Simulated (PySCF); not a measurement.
# TiAl (Pm-3m) in PySCF: density of states with PBEsol

Aim: the density of states of TiAl with PBEsol.

Everything below comes from runs of PySCF 2.14.0. Logs are shortened: lines on timing, memory, paths and dates and some standing lists are left out, and cuts for length are marked.

### 1 The structure

It takes space group Pm-3m (No. 221, cubic). The conventional cell has a = 3.179 Å, b = 3.179 Å, c = 3.179 Å, α = 90.00°, β = 90.00°, γ = 90.00°. Ti (site symmetry m-3m) is surrounded by 8 Al at 2.75 Å. Al (site symmetry m-3m) is surrounded by 8 Ti at 2.75 Å.

The cell comes from a database or a generator and needn't be the stable form of this composition.

### 2 Density of states, PBEsol

Input file run.py:

```python
import json
import numpy as np
from pyscf.pbc import gto, scf, dft, df

cell = gto.Cell()
cell.basis = {'Al': 'DZVP-MOLOPT-SR-GTH-q3', 'Ti': 'DZVP-MOLOPT-SR-GTH-q12'}
cell.pseudo = {'Al': 'GTH-PBE-q3', 'Ti': 'GTH-PBE-q12'}
cell.fromfile('TiAl.cif')
cell.ke_cutoff = 236  # hartree
cell.exp_to_discard = 0.02
cell.precision = 1e-08
cell.space_group_symmetry = True
cell.symmorphic = False
cell.max_memory = 5880  # MB
cell.verbose = 4
cell.build()

res = {}
kpts = cell.make_kpts([8, 8, 8], space_group_symmetry=True, time_reversal_symmetry=True)
cell.space_group_symmetry = False  # the mesh holds the operations; no search on the supercells of the integral code
mf = dft.KRKS(cell, kpts, xc='pbesol')
mf = mf.multigrid_numint()
mf = mf.smearing(sigma=0.00183747, method='fermi')  # hartree
mf.conv_tol = 1e-07
mf.max_cycle = 60

mf.kernel()
res.update(converged=bool(mf.converged), e_tot=mf.e_tot, nelec=cell.nelectron, nao=cell.nao, mesh=list(map(int, cell.mesh)), a=cell.lattice_vectors().tolist(), coords=cell.atom_coords().tolist(),
           mo_energy=[np.real(x).tolist() for x in mf.mo_energy], mo_occ=[np.real(x).tolist() for x in mf.mo_occ])
res.update(e_free=mf.e_free, e_zero=mf.e_zero)
res.update(kpts=kpts.kpts_scaled_ibz.tolist(), weights=kpts.weights_ibz.tolist())
res['parts'] = {k: float(np.real(v)) for k, v in mf.scf_summary.items() if np.isscalar(v)}
json.dump(res, open('results.json', 'w'))
if not mf.converged:
    raise SystemExit('SCF not converged')

print('levels (eV)')
for i, kp in enumerate(res['kpts'][:40]):
    print('k %7.4f %7.4f %7.4f  ' % tuple(kp), ' '.join('%.3f' % (x * 27.211386) for x in res['mo_energy'][i][:13]))

mf = mf.to_khf()  # unfold to the whole mesh
kpts = mf.kpts
# Mulliken populations
dm, s = np.asarray(mf.make_rdm1()), np.asarray(mf.get_ovlp())
sites = cell.aoslice_by_atom()[:, 2:]
tot = np.einsum('kij,kji->i', dm, s).real / len(kpts)
res['mulliken'] = [cell.atom_charge(i) - tot[a0:a1].sum() for i, (a0, a1) in enumerate(sites)]
print('Mulliken charges', np.round(res['mulliken'], 5))

# density of states, Gaussians of 0.15 eV
e = np.asarray(mf.mo_energy).real.reshape(1, -1) * 27.211386
ef = mf.get_fermi()
ef = np.max(ef) * 27.211386
x = np.arange(-15, 10.01, 0.1) + round(ef, 1)
dos = np.exp(-((x[:, None, None] - e) / 0.15) ** 2 / 2).sum(-1).T / (0.15 * np.sqrt(2 * np.pi) * len(kpts)) * 2
res.update(dos_e=x.tolist(), dos=dos.tolist())
for a, b in zip(x[::5], dos.T[::5]):
    print('%8.2f' % a, ' '.join('%9.4f' % y for y in b))

# density on a uniform mesh
grids = dft.gen_grid.UniformGrids(cell)
grids.mesh = [17, 17, 17]
grids.build()
ni = dft.numint.KNumInt()
rho = [ni.get_rho(cell, x, grids, kpts) for x in [dm]]
np.save('rho.npy', np.reshape(rho, (-1, *grids.mesh)))
res['done'] = True
json.dump(res, open('results.json', 'w'))
```

Input file TiAl.cif:

```cif
data_TiAl
_cell_length_a 3.17906400
_cell_length_b 3.17906400
_cell_length_c 3.17906400
_cell_angle_alpha 90.00000000
_cell_angle_beta 90.00000000
_cell_angle_gamma 90.00000000
_space_group_name_H-M_alt 'P1'
_space_group_name_Hall 'P 1'
_space_group_IT_number 1
loop_
_space_group_symop_operation_xyz
'x,y,z'
loop_
_atom_site_label
_atom_site_type_symbol
_atom_site_symmetry_multiplicity
_atom_site_Wyckoff_symbol
_atom_site_fract_x
_atom_site_fract_y
_atom_site_fract_z
_atom_site_occupancy
Ti1 Ti 1 a 0.0000000000 0.0000000000 0.0000000000 1
Al1 Al 1 a 0.5000000000 0.5000000000 0.5000000000 1
```

Potentials or basis: DZVP-MOLOPT-SR/GTH-PBE (potentials made for PBE).

Command:

```bash
$ OMP_NUM_THREADS=4 python -u run.py > log
```

The program printed:

```text
pyscf/pbc/gto/cell.py:1403: UserWarning: Electron number 15 and spin 0 are not consistent in cell

  warnings.warn('Electron number %d and spin %d are not consistent '
Discarded 0 diffused primitive functions, 0 contracted functions
time reversal: False
k-points in IBZ                         weights
  0:  0.000000,  0.000000,  0.000000    1/512
  1:  0.500000, -0.000000, -0.000000    3/512
  2:  0.500000,  0.500000, -0.000000    3/512
  3:  0.500000,  0.500000,  0.500000    1/512
  4:  0.625000,  0.000000,  0.000000    6/512
  5:  0.625000,  0.500000, -0.000000    12/512
[... 27 lines left out ...]
 33:  0.875000,  0.875000,  0.750000    24/512
 34:  0.875000,  0.875000,  0.875000    8/512

******** <class 'pyscf.pbc.scf.smearing.SmearingKsymAdaptedKRKS'> ********
method = SmearingKsymAdaptedKRKS
initial guess = minao
damping factor = 0
level_shift factor = 0
DIIS = <class 'pyscf.scf.diis.CDIIS'>
diis_start_cycle = 1
diis_space = 8
diis_damp = 0
SCF conv_tol = 1e-07
SCF conv_tol_grad = None
SCF max_cycles = 60
direct_scf = True
direct_scf_tol = 1e-13

******** PBC SCF flags ********
N kpts (BZ) = 512
N kpts (IBZ) = 35
Exchange divergence treatment (exxdiv) = ewald
    madelung (= occupied orbital energy shift) = 0.05903597594849891
    Total energy shift due to Ewald probe charge = -1/2 * Nelec*madelung = -0.442769819614
DF object = <pyscf.pbc.df.fft.FFTDF object>
XC functionals = pbesol
small_rho_cutoff = 0
Uniform grid, mesh = [43 43 43]
Set gradient conv threshold to 0.000316228
nelec by numeric integration = 14.999999999999988
init E= -60.3174730288674
    sigma = 0.00183747  Optimized mu = 0.430890887861  entropy = 0.386097107839
nelec by numeric integration = 14.999999999996069
    Total E(T) = -60.1779805203368  Free energy = -60.1786899621896  E0 = -60.1783352412632
cycle= 1 E= -60.1779805203368  delta_E= 0.139  |g|= 0.903  |ddm|= 19.2
    sigma = 0.00183747  Optimized mu = 0.392487746664  entropy = 0.439194039365
nelec by numeric integration = 14.999999999974335
    Total E(T) = -60.136645227579  Free energy = -60.1374522334505  E0 = -60.1370487305148
cycle= 2 E= -60.136645227579  delta_E= 0.0413  |g|= 2.17  |ddm|= 6.51
    sigma = 0.00183747  Optimized mu = 0.427099208726  entropy = 0.473871215547
nelec by numeric integration = 14.99999999998144
    Total E(T) = -60.1839861652974  Free energy = -60.1848568894398  E0 = -60.1844215273686
cycle= 3 E= -60.1839861652974  delta_E= -0.0473  |g|= 0.426  |ddm|= 4.38
    sigma = 0.00183747  Optimized mu = 0.420944994928  entropy = 0.458781540961
nelec by numeric integration = 14.999999999990752
    Total E(T) = -60.1859357556236  Free energy = -60.1867787529416  E0 = -60.1863572542826
cycle= 4 E= -60.1859357556236  delta_E= -0.00195  |g|= 0.0316  |ddm|= 0.799
    sigma = 0.00183747  Optimized mu = 0.42131125633  entropy = 0.459550683964
nelec by numeric integration = 14.99999999999032
    Total E(T) = -60.1859449108324  Free energy = -60.1867893214276  E0 = -60.18636711613
cycle= 5 E= -60.1859449108324  delta_E= -9.16e-06  |g|= 0.00029  |ddm|= 0.0522
    sigma = 0.00183747  Optimized mu = 0.421314458863  entropy = 0.45955449775
nelec by numeric integration = 14.99999999999031
    Total E(T) = -60.1859449046647  Free energy = -60.1867893222676  E0 = -60.1863671134662
cycle= 6 E= -60.1859449046647  delta_E= 6.17e-09  |g|= 1.63e-05  |ddm|= 0.000445
    sigma = 0.00183747  Optimized mu = 0.421315284201  entropy = 0.45955484652
nelec by numeric integration = 14.99999999999031
    Total E(T) = -60.1859449040047  Free energy = -60.1867893222485  E0 = -60.1863671131266
Extra cycle  E= -60.1859449040047  delta_E= 6.6e-10  |g|= 4.58e-05  |ddm|= 0.000106
converged SCF energy = -60.1859449040047
levels (eV)
k  0.0000  0.0000  0.0000   -46.609 -21.335 -21.335 -21.335 2.187 9.992 9.992 13.264 13.264 13.264 15.972 15.972 15.972
k  0.5000 -0.0000 -0.0000   -46.595 -21.512 -21.318 -21.318 5.443 6.229 10.923 11.615 11.615 13.489 14.482 19.205 21.079
k  0.5000  0.5000 -0.0000   -46.581 -21.487 -21.487 -21.302 6.437 9.351 9.351 9.959 12.162 12.162 14.219 16.176 16.277
k  0.5000  0.5000  0.5000   -46.567 -21.465 -21.465 -21.465 8.335 8.335 8.335 12.094 14.279 14.279 14.459 14.459 14.459
k  0.6250  0.0000  0.0000   -46.597 -21.486 -21.321 -21.321 4.291 7.568 10.758 11.784 11.784 13.455 14.330 19.365 19.365
k  0.6250  0.5000 -0.0000   -46.583 -21.490 -21.462 -21.304 6.236 8.343 9.698 10.732 12.073 12.322 14.264 16.537 16.542
[... 27 lines left out ...]
k  0.8750  0.8750  0.7500   -46.598 -21.418 -21.350 -21.348 3.607 9.332 10.259 11.875 12.014 12.795 14.855 16.868 16.970
k  0.8750  0.8750  0.8750   -46.603 -21.358 -21.354 -21.354 2.912 9.989 9.989 12.242 12.699 12.699 15.902 15.902 16.247
Mulliken charges [-0.66326  0.66326]

WARN: Occupied band above Fermi level:
k=156, mo_e=[-1.711629 -0.789352 -0.788339 -0.785944  0.252239  0.313324  0.332857
  0.421147  0.461202  0.4778    0.532707  0.546968  0.616503  0.669591
  0.741878  0.781359  1.054746  1.061745  1.182367  1.28686   1.295412
  1.391295  1.648452  1.649582  1.659776  1.731704  1.872694  1.962418
  2.063916  2.174386  2.181412  2.226194  2.245343  2.371112  2.420971
  2.542385  2.565162  2.637512  5.224336], mo_occ=[2.       2.       2.       2.       2.       2.       2.       1.045722
 0.       0.       0.       0.       0.       0.       0.       0.
 0.       0.       0.       0.       0.       0.       0.       0.
 0.       0.       0.       0.       0.       0.       0.       0.
 0.       0.       0.       0.       0.       0.       0.      ]

WARN: Occupied band above Fermi level:
k=163, mo_e=[-1.711629 -0.789352 -0.788339 -0.785944  0.252239  0.313324  0.332857
  0.421147  0.461202  0.4778    0.532707  0.546968  0.616503  0.669591
  0.741878  0.781359  1.054746  1.061745  1.182367  1.28686   1.295412
  1.391295  1.648452  1.649582  1.659776  1.731704  1.872694  1.962418
  2.063916  2.174386  2.181412  2.226194  2.245343  2.371112  2.420971
  2.542385  2.565162  2.637512  5.224336], mo_occ=[2.       2.       2.       2.       2.       2.       2.       1.045722
 0.       0.       0.       0.       0.       0.       0.       0.
 0.       0.       0.       0.       0.       0.       0.       0.
 0.       0.       0.       0.       0.       0.       0.       0.
 0.       0.       0.       0.       0.       0.       0.      ]

WARN: Occupied band above Fermi level:
k=165, mo_e=[-1.711629 -0.789352 -0.788339 -0.785944  0.252239  0.313324  0.332857
  0.421147  0.461202  0.4778    0.532707  0.546968  0.616503  0.669591
  0.741878  0.781359  1.054746  1.061745  1.182367  1.28686   1.295412
  1.391295  1.648452  1.649582  1.659776  1.731704  1.872694  1.962418
  2.063916  2.174386  2.181412  2.226194  2.245343  2.371112  2.420971
  2.542385  2.565162  2.637512  5.224336], mo_occ=[2.       2.       2.       2.       2.       2.       2.       1.045722
 0.       0.       0.       0.       0.       0.       0.       0.
 0.       0.       0.       0.       0.       0.       0.       0.
 0.       0.       0.       0.       0.       0.       0.       0.
 0.       0.       0.       0.       0.       0.       0.      ]

WARN: Occupied band above Fermi level:
k=172, mo_e=[-1.711629 -0.789352 -0.788339 -0.785944  0.252239  0.313324  0.332857
  0.421147  0.461202  0.4778    0.532707  0.546968  0.616503  0.669591
  0.741878  0.781359  1.054746  1.061745  1.182367  1.28686   1.295412
  1.391295  1.648452  1.649582  1.659776  1.731704  1.872694  1.962418
  2.063916  2.174386  2.181412  2.226194  2.245343  2.371112  2.420971
  2.542385  2.565162  2.637512  5.224336], mo_occ=[2.       2.       2.       2.       2.       2.       2.       1.045722
 0.       0.       0.       0.       0.       0.       0.       0.
 0.       0.       0.       0.       0.       0.       0.       0.
 0.       0.       0.       0.       0.       0.       0.       0.
 0.       0.       0.       0.       0.       0.       0.      ]
[... 290 lines left out ...]
   21.00    0.8619
   21.50    0.7227
```

It took 80 s on 4 threads of Intel Xeon at 2.50GHz (Skylake/Cascade Lake), shared host; peak memory 1.7 GiB.

What came out:

```yaml
Free_energy: -1637.7660 eV
Band_gap_on_the_k_mesh: none (metal or under the smearing width)
Mulliken_charges: Ti -0.66; Al +0.66 e
```

States per cell in windows of 1 eV (zero at the Fermi level; states under -8 eV left out):
| from (eV) | total |
| --- | --- |
| -8.0 | 0.31 |
| -7.0 | 0.48 |
| -6.0 | 0.70 |
| -5.0 | 0.45 |
| -4.0 | 0.75 |
| -3.0 | 1.34 |
| -2.0 | 1.43 |
| -1.0 | 1.29 |
| 0.0 | 3.07 |
| 1.0 | 1.87 |
| 2.0 | 0.92 |
| 3.0 | 1.39 |
| 4.0 | 1.16 |
| 5.0 | 1.17 |
| 6.0 | 1.23 |
| 7.0 | 1.08 |

Caveat: Mulliken charges move with the basis; the basis of atomic orbitals isn't converged, which shifts pressures, moduli and gaps.
